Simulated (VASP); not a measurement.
# Ta (Im-3m) in VASP: relaxation of cell and atoms with PBE

Aim: the relaxation of cell and atoms of Ta with PBE.

Everything below comes from runs of VASP 6.6.1. Logs are shortened: lines on timing, memory, paths and dates and some standing lists are left out, and cuts for length are marked.

### Step 1. The crystal as given

The structure is cubic, space group Im-3m (No. 229). Conventional cell: a = 3.320 Å, b = 3.320 Å, c = 3.320 Å, α = 90.00°, β = 90.00°, γ = 90.00°. Around Ta (site symmetry m-3m) lie 8 Ta at 2.88 Å.

The cell was built by a generator and needn't be a form met in nature.

### Step 2. Relaxation of cell and atoms, PBE

Input file INCAR:

```
PREC     = Accurate       # precision mode
ENCUT    = 600            # plane-wave cutoff, eV
EDIFF    = 1E-6           # SCF threshold, eV
ISMEAR   = 1              # smearing method
SIGMA    = 0.1            # smearing width, eV
LREAL    = False          # projectors in reciprocal space
LASPH    = True           # aspherical terms in the spheres
NELM     = 80             # most SCF steps
ALGO     = Fast           # electronic algorithm
ISIF     = 3              # what is computed and relaxed
LWAVE    = False          # write WAVECAR
LCHARG   = False          # write CHGCAR
GGA      = PE             # functional
IBRION   = 2              # ionic algorithm
NSW      = 60             # ionic steps
EDIFFG   = -0.02          # ionic threshold
```

Input file KPOINTS:

```
Automatic mesh
0
Gamma
  14 14 14
```

Input file POSCAR:

```
Ta
1.0
   -1.6600000000      1.6600000000      1.6600000000
    1.6600000000     -1.6600000000      1.6600000000
    1.6600000000      1.6600000000     -1.6600000000
Ta
1
Direct
    0.0000000000      0.0000000000      0.0000000000
```

Potentials or basis: VASP PAW PBE potentials, release 64 (Ta_pv).

The run is started by

```console
> cat potpaw_PBE.64/Ta_pv/POTCAR > POTCAR
> mpirun -np 1 vasp_std > vasp.out
```

OUTCAR:

```text
PREC = Accurate
   ENCUT = 600
   EDIFF = 1E-6
   ISMEAR = 1
   LREAL = False
   LASPH = True
   NELM = 80
   ISIF = 3
   GGA = PE
   IBRION = 2
   NSW = 60
   EDIFFG = -0.02

 ion  position               nearest neighbor table
   1  0.000  0.000  0.000-

  LATTYP: Found a body centered cubic cell.
 ALAT       =     3.3200000000

  Lattice vectors:

 A1 = (  -1.6600000000,   1.6600000000,   1.6600000000)
 A2 = (   1.6600000000,  -1.6600000000,   1.6600000000)
 A3 = (   1.6600000000,   1.6600000000,  -1.6600000000)

Analysis of symmetry for initial positions (statically):
=====================================================================
 Subroutine PRICEL returns:
 Original cell was already a primitive cell.

 Routine SETGRP: Setting up the symmetry group for a
 body centered cubic supercell.

 Subroutine GETGRP returns: Found 48 space group operations
 (whereof 48 operations were pure point group operations)
 out of a pool of 48 trial point group operations.

The static configuration has the point symmetry O_h .

Analysis of symmetry for dynamics (positions and initial velocities):
=====================================================================
 Subroutine PRICEL returns:
 Original cell was already a primitive cell.

 Routine SETGRP: Setting up the symmetry group for a
 body centered cubic supercell.

 Subroutine GETGRP returns: Found 48 space group operations
 (whereof 48 operations were pure point group operations)
 out of a pool of 48 trial point group operations.

The dynamic configuration has the point symmetry O_h .

 Subroutine INISYM returns: Found 48 space group operations
 (whereof 48 operations are pure point group operations),
 and found     1 'primitive' translations

----------------------------------------------------------------------------------------

                                     Primitive cell

  volume of cell :      18.2972

  direct lattice vectors                    reciprocal lattice vectors
    -1.660000000  1.660000000  1.660000000     0.000000000  0.301204819  0.301204819
     1.660000000 -1.660000000  1.660000000     0.301204819  0.000000000  0.301204819
     1.660000000  1.660000000 -1.660000000     0.301204819  0.301204819  0.000000000

[... 83 lines left out ...]
   EDIFFG = -.2E-01   stopping-criterion for IOM
   NSW    =     60    number of steps for IOM
   IBRION =      2    ionic relax: 0-MD 1-quasi-New 2-CG
   NFREE  =      1    steps in history (QN), initial steepest desc. (CG)
   ISIF   =      3    stress and relaxation
   ISYM   =      2    0-nonsym 1-usesym 2-fastsym
   POTIM  = 0.5000    time-step for ionic-motion
   TEBEG  =    0.0;   TEEND  =   0.0 temperature during run
   PSTRESS=    0.0 pullay stress
   NELECT =      11.0000    total number of electrons
   NUPDOWN=      -1.0000    fix difference up-down
   EMIN   =  10.00;   EMAX   =-10.00  energy-range for DOS
   EFERMI =   0.00;   METHOD = LEGACY
   ISMEAR =     1;   SIGMA  =   0.10  broadening in eV -4-tet -1-fermi 0-gaus
   EFERMI_NEDOS =   21; number of points for ismear=-14 and -15
   IALGO  =     68    algorithm
   IMIX   =      4    mixing-type and parameters
     AMIX     =   0.40;   BMIX     =  1.00
     AMIX_MAG =   1.60;   BMIX_MAG =  1.00
  volume/ion in A,a.u.               =      18.30       123.48
  Fermi-wavevector in a.u.,A,eV,Ry     =   1.381691  2.611018 25.974480  1.909070
  Thomas-Fermi vector in A             =   2.506452
   LORBIT       =      0    0 simple, 1 ext, 2 COOP (PROOUT), +10 PAW based schemes
   GGA     = PE    functional components
   LHFCALC =     F    Hartree Fock is set to
   AEXX    =    0.0000 exact exchange contribution
   IVDW    =     0    specifies the selected vdW correction
   LEPSILON=     F    determine dielectric tensor
   LRPA    =     F    only Hartree local field effects (RPA)
 conjugate gradient relaxation of ions
 non-spin polarized calculation
 RMM-DIIS sequential band-by-band and
 Methfessel and Paxton  Order N= 1 SIGMA  =   0.10
  energy-cutoff  :      600.00
  volume of cell :       18.30
 maximum number of plane-waves:       627
   NGX = 11   NGY = 11   NGZ = 11

 number of electron      11.0000000 magnetization

 Free energy of the ion-electron system (eV)
  ---------------------------------------------------
  ext. energy  EPLUGINS =         0.00000000
  ---------------------------------------------------
  free energy    TOTEN  =       -11.81970225 eV

  energy without entropy =      -11.81979248  energy(sigma->0) =      -11.81973233

 E-fermi :   5.3474     XC(G=0): -12.5384

 val. band max:        5.3281185144   @ k =  -0.3571   0.4286   0.1429
 cond. band min:       5.3521809069   @ k =   0.3571   0.1429   0.1429
 fundamental gap:      0.0240623925
 Fermi energy:         5.3473907787

 k-point     1 :       0.0000    0.0000    0.0000
  band No.  band energies     occupation
      1     -27.7801      2.00000
      2     -27.7801      2.00000
      3     -27.7801      2.00000
      4      -2.4960      2.00000
      5       6.0910     -0.00000
      6       6.0910     -0.00000
      7       6.0910     -0.00000
      8       9.3087      0.00000
      9       9.3087      0.00000
[... 265 lines left out ...]
 k-point    24 :       0.3571    0.2857    0.0000
  band No.  band energies     occupation
      1     -28.6349      2.00000
      2     -28.4648      2.00000
      3     -27.9196      2.00000
      4       2.8496      2.00000
      5       4.1215      2.00000
      6       4.6514      2.00000
      7       9.5150      0.00000
      8      10.0740      0.00000
      9      14.1214      0.00000

 [... further k-points ...]

------------------------ aborting loop because EDIFF is reached ----------------------------------------

  FORCE on cell =-STRESS in cart. coord.  units (eV):
  Direction    XX          YY          ZZ          XY          YZ          ZX
  --------------------------------------------------------------------------------------
  -------------------------------------------------------------------------------------
  Total        0.0064147      0.0064147      0.0064147     -0.0000000      0.0000000     -0.0000000
  in kB        0.5616983      0.5616983      0.5616983     -0.0000000      0.0000000     -0.0000000
  external PRESSURE =       0.5616983 kB  Pullay stress =       0.0000000 kB

 VOLUME and BASIS-vectors are now :
 -----------------------------------------------------------------------------
  energy-cutoff  :      600.00
  volume of cell :       18.30
      direct lattice vectors                 reciprocal lattice vectors
    -1.660000000  1.660000000  1.660000000     0.000000000  0.301204819  0.301204819
     1.660000000 -1.660000000  1.660000000     0.301204819  0.000000000  0.301204819
     1.660000000  1.660000000 -1.660000000     0.301204819  0.301204819  0.000000000

 POSITION                                       TOTAL-FORCE (eV/Angst)
 -----------------------------------------------------------------------------------
      0.00000      0.00000      0.00000         0.000000      0.000000      0.000000
 -----------------------------------------------------------------------------------
    total drift:                               -0.000000      0.000000      0.000000

  FREE ENERGIE OF THE ION-ELECTRON SYSTEM (eV)
  ---------------------------------------------------
  free  energy   TOTEN  =       -11.8197022503 eV

  energy  without entropy=      -11.8197924810  energy(sigma->0) =      -11.81973233

 reached required accuracy - stopping structural energy minimisation
```

OSZICAR:

```text
N       E                     dE             d eps       ncg     rms          rms(c)
DAV:   1     0.501267777861E+02    0.50127E+02   -0.70555E+03  1880   0.129E+03
DAV:   2    -0.114991302644E+02   -0.61626E+02   -0.60791E+02  2405   0.259E+02
DAV:   3    -0.122825269204E+02   -0.78340E+00   -0.73888E+00  2169   0.281E+01
DAV:   4    -0.122876858757E+02   -0.51590E-02   -0.51525E-02  2169   0.185E+00
DAV:   5    -0.122877191037E+02   -0.33228E-04   -0.33226E-04  2105   0.128E-01    0.131E+01
RMM:   6    -0.119240837960E+02    0.36364E+00   -0.35852E-01  1872   0.642E+00    0.631E+00
RMM:   7    -0.118186795998E+02    0.10540E+00   -0.42042E-01  1872   0.640E+00    0.343E-01
RMM:   8    -0.118192804670E+02   -0.60087E-03   -0.21063E-02  1873   0.153E+00    0.315E-01
RMM:   9    -0.118197121286E+02   -0.43166E-03   -0.43427E-03  1873   0.563E-01    0.871E-02
RMM:  10    -0.118197439406E+02   -0.31812E-04   -0.96328E-04  1872   0.328E-01    0.128E-01
RMM:  11    -0.118196960442E+02    0.47896E-04   -0.24994E-04  1875   0.181E-01    0.140E-02
RMM:  12    -0.118197018594E+02   -0.58152E-05   -0.49996E-05  1897   0.674E-02    0.251E-02
RMM:  13    -0.118197022503E+02   -0.39088E-06   -0.48364E-06  1411   0.230E-02
   1 F= -.11819702E+02 E0= -.11819732E+02  d E =-.118197E+02
```

It took 13 s on 1 thread of AMD EPYC 9R14 (Zen 4), shared host; peak memory 0.12 GiB.

Results:

- Free energy: -11.8197 eV
- Pressure after relaxing: 0.1 GPa
- Band gap on the k mesh: none (metal or under the smearing width)

Final structure:
```xyz
1
Lattice="-1.6600 1.6600 1.6600 1.6600 -1.6600 1.6600 1.6600 1.6600 -1.6600" Properties=species:S:1:pos:R:3 pbc="T T T"
Ta    0.0000    0.0000    0.0000
```

Caveat: the relaxation stopped at its first step, so nothing moved.
